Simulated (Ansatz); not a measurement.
# In2Se2 monolayer in a perpendicular field, part 2 of 2

What dipole does a perpendicular field induce in the In2Se2 monolayer, and does the gap follow? A positive field points along +c.

Ansatz 0.2.0; plane-wave DFT, PBE-D3(BJ), Ansatz PAW (set soft_1); PAW set soft_1.

So far. Step 2 (Relaxation): The lattice constant a goes from 4.134 to 4.027 Å.

## 3. Atoms held, field 0

A sawtooth potential applies the field, turning back in the middle of the vacuum. With the dipole correction the typed value is the field outside the slab. The induced dipole is small, so the SCF threshold is tight.

The cell differs from the one that the last finished run ended in (c 41.243 → 23.385 Å).

input.yaml

```yaml
crystal:
  lattice:
    - [4.0267727046, 0.0, 0.0]
    - [-2.0133863523, 3.4872874575, 0.0]
    - [0.0, 0.0, 23.3849129032]
  atoms:
    - { symbol: Se, position: [0.3333333333, 0.6666666667, 0.3848635245] }
    - { symbol: In, position: [0.0, 0.0, 0.4402500845] }
    - { symbol: In, position: [0.0, 0.0, 0.5597499155] }
    - { symbol: Se, position: [0.3333333333, 0.6666666667, 0.6151364755] }
kpoints:
  mp_grid: { grid: [12, 12, 1] }
  band_path:
    path: [[0, 0, 0], [0.5, 0, 0], [0.33333333, 0.33333333, 0], [0, 0, 0]]
    npoints: 16
hamiltonian:
  xc: pbe
  dispersion: d3bj
  pseudopotentials: { kind: paw, azcp: { folder: soft_1 } }
scf:
  occupations: { method: fermi_dirac, width: 0.02585 }
  convergence: { dr2_threshold: 1.0e-10 }
efield:
  axis: 3
  dipole_correction: true
  ramp_position: 0.97
  ramp_width: 0.06
  amplitude: 0
output:
  dos: { projected: true, e_range: [-6, 5] }
  write_potential: true
  write_density: true
  volumetric_format: npy
  elf: true
```

The run is started by

```sh
> ansatz run input.yaml --threads 2 --pin off --max-ram 3072MiB --backend cpu --events-out ev --progress --plain --runs-dir out
```

Numbers of over 12 decimals in the logs are rounded to 6 here.

What it wrote:

```text
[...]
Crystal: 4 atoms, lattice volume = 328.383 Å³
Basis set: ecut = 420 eV, 6439 PW (Γ)
Bands: 35, of which v1, the nominal top of the filled ones, is band 29 counted from 1 (28 counted from 0)
Symmetry: 6 space group operations
k-points: 19 of 144 (time reversal used)
[...]
SCF iter   1: F=—  HF=-22137.434239 eV  |F-HF|=—  |Δ(HF+E_count)|=         —  Δρ=1.76e-2  dr2=1.99e0  ethr=3.10e-3  p=0.000 e·Å  D=1.90e-14 V/Å  ΔV_dip=-0.00 eV  dr2_dipole=1.86e-8  V_vac-E_F(+/−)=5.66/5.66 eV  ⟨swp⟩=9.1  Hψ=3285  notcnv=0
efield: sawtooth ramp at fractional position 0.9700 (set: `efield.ramp_position`, or a place that a band, a saddle search or an elastic batch's reference lends), width 0.0600; the density the first Hamiltonian is built on has a dipole p = 0.000 e·Å; the dipole correction subtracts the counter field D = 1.90e-14 V/Å, which shifts the + side's vacuum level by -0.00 eV against the − side's; the planar-averaged density in the ramp window peaks in size at 1.0e-5 e/Å³
[...]
SCF iter   2: F=—  HF=-22137.035180 eV  |F-HF|=—  |Δ(HF+E_count)|=   3.99e-1  Δρ=8.85e-3  dr2=5.16e-1  ethr=3.10e-3  p=-0.000 e·Å  D=-4.01e-5 V/Å  ΔV_dip=0.00 eV  dr2_dipole=2.01e-7  V_vac-E_F(+/−)=5.72/5.72 eV  ⟨swp⟩=3.2  Hψ=1178  notcnv=0  defer=24
[...]
SCF iter  13: F=-22136.970153 eV  HF=-22136.970153 eV  |F-HF|=6.91e-11  |Δ(HF+E_count)|=  1.46e-11  Δρ=5.65e-8  dr2=2.50e-11  ethr=1.00e-12  p=0.000 e·Å  D=1.53e-10 V/Å  ΔV_dip=-0.00 eV  dr2_dipole=1.24e-17  V_vac-E_F(+/−)=5.14/5.14 eV  ⟨swp⟩=11.3  Hψ=1828  notcnv=0
SCF 1 converged in 13 iterations: F = -22136.970153 eV  dr2 = 2.50e-11
[...]
NSCF: frozen V_eff on 49 k-points
efield: sawtooth ramp at fractional position 0.9700 (kept from the solve that this one continues, or follows in the run), width 0.0600; the density the first Hamiltonian is built on has a dipole p = 0.000 e·Å; the dipole correction subtracts the counter field D = 1.53e-10 V/Å, which shifts the + side's vacuum level by -0.00 eV against the − side's; the planar-averaged density in the ramp window peaks in size at 1.0e-5 e/Å³
WARN: The output density's exchange-correlation potential varies sharply where the density is thin. Do not read a vacuum level from v_tot or v_xc, or from such a field of the output density. On a cell that repeats whose density bears no net charge and no dipole along the vacuum's axis use v_es (v_loc + v_h of the components); under efield.dipole_correction with no amplitude use v_es + v_field, which holds any externa [...]
SCF converged after 13 iterations
Free energy (F): -22136.970153 eV
[...]
Internal energy: -22136.970153 eV  (E = F + TS)
E sigma→0 (E₀):  -22136.970153 eV
Fermi energy:    -0.741243 eV
Dipole field:    D = -0.000000 V/Å  (p = -0.000000 e·Å, saw-weighted, corrected)
Work function:   Φ+ = 5.1406 eV   Φ− = 5.1406 eV
Levels:          The Fermi level and band energies are counted from a zero that moves with the ramp; work functions are not
[...]
--- Band table (eV; the first three rows and the last of 19) ---
  k-point 0: bands = [... 25 lower, -2.0404, -1.9669, -1.9669, -1.6646, 0.0351, 1.2532, 3.4875, 3.4875, ... 2 higher]
  k-point 1: bands = [... 25 lower, -2.3639, -2.1265, -2.0430, -1.6162, 0.4028, 1.6358, 3.0738, 3.5559, ... 2 higher]
  k-point 2: bands = [... 25 lower, -2.9871, -2.3456, -2.2380, -1.5959, 0.9485, 1.9180, 2.8219, 3.6883, ... 2 higher]
  k-point 18: bands = [... 25 lower, -4.3218, -3.3095, -2.8521, -2.6621, 0.9801, 1.5159, 2.4523, 3.4594, ... 2 higher]
```

It took 19 s on 2 threads of Arm Neoverse V2, shared host; peak memory 0.67 GiB.

This step gave:

| Item | Value |
| --- | --- |
| gap on the k-mesh | 1.628 eV |
| dipole along the normal | -6.44e-9 e·Å |
| gap along the path | 1.628 eV |
| smallest direct gap along the path | 1.700 eV |
| ionisation energy, upper face | 5.992 eV |
| electron affinity, upper face | 4.364 eV |
| gap, the smaller of path and mesh | 1.628 eV |

Running mean over a fixed 2.8 Å (it still follows the layers) of the planar mean; the ramp of the sawtooth is left out. Electron's electrostatic potential energy less the Fermi level against z:

```tsv
z (Å)	electron's electrostatic potential energy less the Fermi level (eV)
3.0	5.14
3.5	5.14
4.0	5.14
4.5	5.14
5.0	5.14
5.5	5.13
6.0	5.10
6.5	4.96
7.0	4.39
7.5	3.30
8.0	1.93
8.5	-0.0754
9.0	-2.20
9.5	-3.84
10.0	-4.00
10.5	-3.38
11.0	-2.59
11.5	-2.18
12.0	-2.22
12.5	-2.77
13.0	-3.55
13.5	-4.08
14.0	-3.55
14.5	-1.72
15.0	0.419
15.5	2.30
16.0	3.57
16.5	4.59
17.0	5.02
17.5	5.11
18.0	5.13
18.5	5.14
19.0	5.14
19.5	5.14
20.0	5.14
```

The density of states has structure finer than the step of the table below, so its rows give means over 0.25 eV, whole bins alone (the curve runs from -6 to 2.77 eV). Peaks (eV: height): -5.420: 11.7, -3.380: 8.74, -2.720: 8.62, -2.550: 14.5, -2.200: 11.7, -0.870: 10.3, 1.830: 9.91.

The density of states by energy, zero at the Fermi level of the run, which the smearing sets inside the gap; means over each step:

```tsv
energy (eV)	density of states (states/eV a cell)
-5.75	0
-5.50	3.20
-5.25	1.56
-5.00	0.915
-4.75	0.740
-4.50	0.635
-4.25	0.677
-4.00	1.11
-3.75	0.575
-3.50	3.22
-3.25	3.14
-3.00	1.87
-2.75	4.13
-2.50	6.41
-2.25	6.79
-2.00	2.79
-1.75	4.09
-1.50	3.09
-1.25	1.83
-1.00	2.28
-0.75	0.753
-0.50	0
-0.25	0
0.00	0
0.25	0
0.50	0
0.75	0.0124
1.00	0.138
1.25	0.221
1.50	1.43
1.75	4.88
2.00	4.95
2.25	2.91
2.50	0.998
```

Projected DOS per atom over height of the atomic layer and energy from the Fermi level. Layers: Se In In Se from below.

Ten even steps from '_' (0.00 states/eV) to '@' (2.27 states/eV), each cell a mean:
```
__....__
::====::
==++++==
__....__
________
________
________
________
________
--....--
==....==
++::::++
@@....@@
%%::::%%
--....--
==----==
..____..
________
________
..____..
::::::::
________
```
Columns: height of the atomic layer (Å) from 9 to 14.4 (not evenly spaced); rows upwards: energy from the Fermi level (eV) from -5.96 to 2.77.

The electronic bands at the labelled points (eV, zero at the Fermi level of the run, which the smearing sets inside the gap):

```tsv
point	band 26	band 27	band 28	band 29	band 30	band 31	band 32	band 33
Γ	-1.30	-1.23	-1.23	-0.92	0.78	1.99	4.23	4.23
halfway	-2.56	-1.87	-1.74	-0.93	1.92	2.08	4.01	4.01
M	-2.38	-2.34	-2.16	-1.78	1.47	1.48	3.37	3.69
halfway	-3.01	-2.71	-2.18	-1.78	1.83	1.98	3.48	4.02
K	-3.58	-2.57	-2.11	-1.92	1.72	2.26	3.19	4.20
halfway	-2.50	-2.41	-2.19	-0.98	2.21	2.49	3.53	4.40
Γ	-1.30	-1.23	-1.23	-0.92	0.78	1.99	4.23	4.23
```

Electrostatic potential energy in the ca plane at fractional y = 0.667, with atoms of Se within 0.2 Å of it. With pseudopotentials it is smooth inside the atoms' cores, unlike the true potential.

Ten even steps from '0' (-18 eV) to '9' (4 eV), each cell a mean:
```
99999999999999999999887666788766678899999999
99999999999999999999886556788765568899999999
99999999999999999999887666788766678899999999
99999999999999999998777777888877777788999999
99999999999999999974236788899888763247899999
99999999999999999830211688999998710202799999
99999999999999999604970489999998506950699999
99999999999999999605970489999998506960699999
99999999999999999721311689999998611312799999
99999999999999999863125788899888752136899999
99999999999999999988777777888877777788999999
```
Columns run along c (16.0 Å, from fractional 0.07 to 0.75 of the cell; values clipped at the 3rd and 97th percentile), rows up along a (4.0 Å). Atoms in or near the plane, at fractional coordinates: Se at (0.38, 0.33), Se at (0.62, 0.33).

Valence density in the ca plane at fractional y = 0.667, with atoms of Se within 0.2 Å of it. It is the smooth field of the valence electrons, not physical close to the nuclei.

Ten steps, logarithmic in the rise over the least value, from '0' (0 e/Å³) to '9' (38 e/Å³), each cell a mean:
```
00000000000000000000000000000000000000000000
00000000000000000000000010000001000000000000
00000000000000000000000000000000000000000000
00000000000000000000111000000000011100000000
00000000000000000011221100000000112211000000
00000000000000000123542100000000124532100000
00000000000000000126983100000000137973100000
00000000000000000127983100000000138973100000
00000000000000000124542100000000124542100000
00000000000000000011221100000000112221000000
00000000000000000000111000000000011100000000
```
Columns run along c (16.0 Å, from fractional 0.07 to 0.75 of the cell), rows up along a (4.0 Å). Atoms in or near the plane, at fractional coordinates: Se at (0.38, 0.33), Se at (0.62, 0.33).

ELF in the ca plane at fractional y = 0.667, with atoms of Se within 0.2 Å of it. It is the smooth field of the valence electrons, not physical close to the nuclei.

Ten even steps from '0' (0.00) to '9' (0.87), each cell a mean:
```
00000000000000000112332222344322223322100000
00000000000000000000112223355432221100000000
00000000000000000012232222344322223221100000
00000000000000012466765322233222356766431000
00000000000000136888888632111123688888864200
00000000000001358998778752000024787789986310
00000000000001469996237752000025774259997420
00000000000001469996137752000025773159997420
00000000000001368998678752000025787689986310
00000000000000246899888642111123688899864200
00000000000000013567775322222222357776531000
```
Columns run along c (16.0 Å, from fractional 0.07 to 0.75 of the cell), rows up along a (4.0 Å). Atoms in or near the plane, at fractional coordinates: Se at (0.38, 0.33), Se at (0.62, 0.33).

The gap is 1.63 eV, with the valence edge 5.99 eV and the conduction edge 4.36 eV under the upper vacuum level.

## 4. Single point, field 0.1 V/Å

input.yaml: that of step 3 with these lines changed.

```diff
@@ -25,7 +25,6 @@
   dipole_correction: true
-  ramp_position: 0.97
-  ramp_width: 0.06
-  amplitude: 0
+  ramp_position: 0.953
+  ramp_width: 0.0941
+  amplitude: 0.1
 output:
-  dos: { projected: true, e_range: [-6, 5] }
   write_potential: true
@@ -33,2 +32 @@
   volumetric_format: npy
-  elf: true
```

What it wrote:

```text
[...]
Crystal: 4 atoms, lattice volume = 328.383 Å³
Basis set: ecut = 420 eV, 6439 PW (Γ)
Bands: 35, of which v1, the nominal top of the filled ones, is band 29 counted from 1 (28 counted from 0)
Symmetry: 6 space group operations
k-points: 19 of 144 (time reversal used)
[...]
k-point 0: bands = [... 25 lower, -2.0449, -1.9635, -1.9635, -1.6654, 0.0344, 1.2528, 3.4868, 3.4868, ... 2 higher]
  k-point 1: bands = [... 25 lower, -2.3605, -2.1306, -2.0400, -1.6169, 0.4020, 1.6354, 3.0716, 3.5552, ... 2 higher]
  k-point 2: bands = [... 25 lower, -2.9861, -2.3489, -2.2358, -1.5965, 0.9476, 1.9173, 2.8206, 3.6877, ... 2 higher]
  k-point 18: bands = [... 25 lower, -4.3214, -3.3111, -2.8517, -2.6627, 0.9794, 1.5153, 2.4516, 3.4587, ... 2 higher]
[key lines of the parts left out:]
SCF converged after 13 iterations
Free energy (F): -22136.972977 eV
Fermi energy:    -0.741923 eV
Dipole field:    D = 0.031123 V/Å  (p = 0.056482 e·Å, saw-weighted, corrected)
```

It took 19 s on 2 threads; peak memory 0.57 GiB; 38 s of CPU time.

The dipole is 0.0565 e·Å, and the gap 1.628 eV.

## 5. Single point, field -0.1 V/Å

input.yaml: that of step 4 with these lines changed.

```diff
@@ -27,3 +27,3 @@
   ramp_width: 0.0941
-  amplitude: 0.1
+  amplitude: -0.1
 output:
```

What it wrote:

```text
[...]
Crystal: 4 atoms, lattice volume = 328.383 Å³
Basis set: ecut = 420 eV, 6439 PW (Γ)
Bands: 35, of which v1, the nominal top of the filled ones, is band 29 counted from 1 (28 counted from 0)
Symmetry: 6 space group operations
k-points: 19 of 144 (time reversal used)
[...]
k-point 0: bands = [... 25 lower, -2.0448, -1.9633, -1.9633, -1.6652, 0.0345, 1.2529, 3.4870, 3.4870, ... 2 higher]
  k-point 1: bands = [... 25 lower, -2.3603, -2.1304, -2.0398, -1.6168, 0.4021, 1.6355, 3.0718, 3.5554, ... 2 higher]
  k-point 2: bands = [... 25 lower, -2.9859, -2.3488, -2.2356, -1.5963, 0.9478, 1.9174, 2.8208, 3.6878, ... 2 higher]
  k-point 18: bands = [... 25 lower, -4.3212, -3.3109, -2.8515, -2.6625, 0.9796, 1.5154, 2.4517, 3.4588, ... 2 higher]
[key lines of the parts left out:]
SCF converged after 13 iterations
Free energy (F): -22136.972977 eV
Fermi energy:    -0.741762 eV
Dipole field:    D = -0.031123 V/Å  (p = -0.056481 e·Å, saw-weighted, corrected)
```

It took 19 s on 2 threads; peak memory 0.58 GiB; 38 s of CPU time.

The dipole is -0.0565 e·Å, and the gap 1.628 eV.

## 6. Response, atoms held

This step: plane-wave DFT, PBE-D3(BJ), Ansatz PAW (set soft_1); response to a field along the normal, atoms held; PAW set soft_1 (Ansatz 0.2.0).

The dipoles give the slope, and the difference of two potentials shows where the field is screened.

This step gave:

- equivalent conductor thickness p/(ε₀AE): 7.278 Å
- distance between the outer atoms: 5.385 Å

Dipole of the cell against applied field:

```tsv
applied field (V/Å)	dipole of the cell (e·Å)
-0.1000	-0.0565
0.0000	0
0.1000	0.0565
```

Local field over the applied field, running mean. From the potentials at -0.1 and 0.1 V/Å; running mean over 2.5 Å. Local field over applied field against z:

```tsv
z (Å)	local field over applied field
4.5	0.999
5.0	0.996
5.5	0.987
6.0	0.965
6.5	0.911
7.0	0.804
7.5	0.646
8.0	0.470
8.5	0.296
9.0	0.155
9.5	0.0820
10.0	0.0666
10.5	0.0657
11.0	0.0779
11.5	0.0987
12.0	0.0951
12.5	0.0736
13.0	0.0652
13.5	0.0681
14.0	0.0923
14.5	0.182
15.0	0.335
15.5	0.511
16.0	0.685
16.5	0.834
17.0	0.928
17.5	0.972
18.0	0.990
18.5	0.997
19.0	0.999
```

Electrons, planar mean, per unit field. The induced electron density by z:

z (Å), induced electron density (e/Å³ per V/Å) and a bar from the least value:
```
      4.5    0.00001 ###############
      5.0    0.00002 ###############
      5.5    0.00006 ###############
      6.0    0.00016 ################
      6.5    0.00045 #################
      7.0    0.00113 ####################
      7.5    0.00244 #########################
      8.0    0.00350 ##############################
      8.5    0.00201 ########################
      9.0    0.00083 ##################
      9.5    0.00049 #################
     10.0   -0.00055 ############
     10.5   -0.00096 ###########
     11.0    0.00048 #################
     11.5    0.00045 #################
     12.0   -0.00066 ############
     12.5   -0.00015 ##############
     13.0    0.00111 ####################
     13.5    0.00027 ################
     14.0   -0.00054 #############
     14.5   -0.00103 ##########
     15.0   -0.00251 ####
     15.5   -0.00343 
     16.0   -0.00209 ######
     16.5   -0.00092 ###########
     17.0   -0.00036 #############
     17.5   -0.00013 ##############
     18.0   -0.00004 ###############
     18.5   -0.00001 ###############
     19.0    0.00000 ###############
```

The smaller of the gaps on the path and on the k-mesh, counted as 0 under 0.03 eV. The gap stays at 1.63 eV for applied field from -0.1 to 0.1 V/Å.

By hand: between -0.1 and 0.1 V/Å the dipole changes by 0.1130 e·Å, a slope of 0.5648 e·Å²/V. A perfect conductor of thickness t has p = ε₀AEt, so t = 180.95 × 0.5648 / 14.043 = 7.28 Å (e/ε₀ = 180.95 V·Å, A in Å²).

The induced dipole is that of a conductor 7.28 Å thick.

## 7. Outcome

```yaml
gap_without_field: 1.63 eV
ionisation_energy_upper_face: 5.99 eV
electron_affinity_upper_face: 4.36 eV
equivalent_conductor_thickness_atoms_held: 7.28 Å
```

What this shows: The induced dipole equals that of a perfect conductor 7.28 Å thick, while the outer atoms lie 5.38 Å apart; an out-of-plane ε follows only once a thickness t is chosen, by 1 − 1/ε = 7.28 Å / t. The gap stays within 0.01 eV of 1.63 eV over the fields run, up to 0.1 V/Å in size. Semilocal functionals give gaps that are too small, and excitons are not included. Spin-orbit coupling is left out, which matters for the bands of elements this heavy.

[Logs are printed without paths, hosts, clocks, repeated set-up lines and the standing remarks that a program may print on its own settings, such as how far it seeks lower states.]

[Hosts, paths, dates, database ids (printed as entryN), source tags and the programs' standing remarks are cut or masked in the printed files.]

[Maps of the electrostatic potential energy from Ansatz leave out the sawtooth potential of an applied field or a dipole correction, so their vacuum need not be flat; planar profiles and work functions include it.]

[The density of states shown here was stored with 400 of the rows of the run's finer table, so its peaks can read low, often by over a quarter, or be missed, and its means over a window can be off by a tenth or more.]
